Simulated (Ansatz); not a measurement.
# I (simple hexagonal type): the cost of one run

Method: DFT PBE, with the methods named in each step, in Ansatz 0.2.0.

## Step 1: The structure to begin with

It takes space group P6/mmm (No. 191, hexagonal). The conventional cell has a = 4.547 Å, b = 4.547 Å, c = 2.930 Å, α = 90.00°, β = 90.00°, γ = 120.00°. I (site symmetry 6/mmm) has 2 I at 2.93 Å as nearest neighbours.

Coordinates:

```
I
1.0
     4.54748    0.00000    0.00000
    -2.27374    3.93823    0.00000
     0.00000    0.00000    2.92961
I
1
Direct
  0.00000 0.00000 0.00000
```

Whether this phase is the stable one at these pressures isn't tested.

## Step 2: The reference volume, LAPW

Input file input.yaml:

```yaml
crystal:
  lattice:
    - [4.547481367, 0.0, 0.0]
    - [-2.2737406835, 3.9382343871, 0.0]
    - [0.0, 0.0, 2.9296136578]
  atoms:
    - { symbol: I, position: [0.0, 0.0, 0.0] }
kpoints:
  mp_grid: { grid: [12, 12, 12] }
  band_path:
    path:
      - [0.0, 0.0, 0.0]
      - [0.5, 0.0, 0.0]
      - [0.3333333333, 0.3333333333, 0.0]
      - [0.0, 0.0, 0.0]
      - [0.0, 0.0, 0.5]
      - [0.5, 0.0, 0.5]
      - [0.3333333333, 0.3333333333, 0.5]
      - [0.0, 0.0, 0.5]
      - [0.5, 0.0, 0.5]
    npoints: 14
scf:
  occupations: { method: fermi_dirac, width: 0.08 }
hamiltonian:
  xc: pbe
  pseudopotentials: { kind: all_electron, lapw: { basis_error: 0.001 } }
output:
  forces: true
  stress: true
  eigenvalues: true
  populations: true
  dos: { projected: true, de: 0.2, e_range: [-14, 8] }
```

Run with:

```console
$ ansatz run input.yaml --threads 1 --pin off --max-ram 2048MiB --backend cpu --events-out ev --progress --plain --runs-dir out
```

What time and memory should one allow on 1 thread of Arm Neoverse V1, shared host?

About 23 s, with a peak of 0.35 GiB.
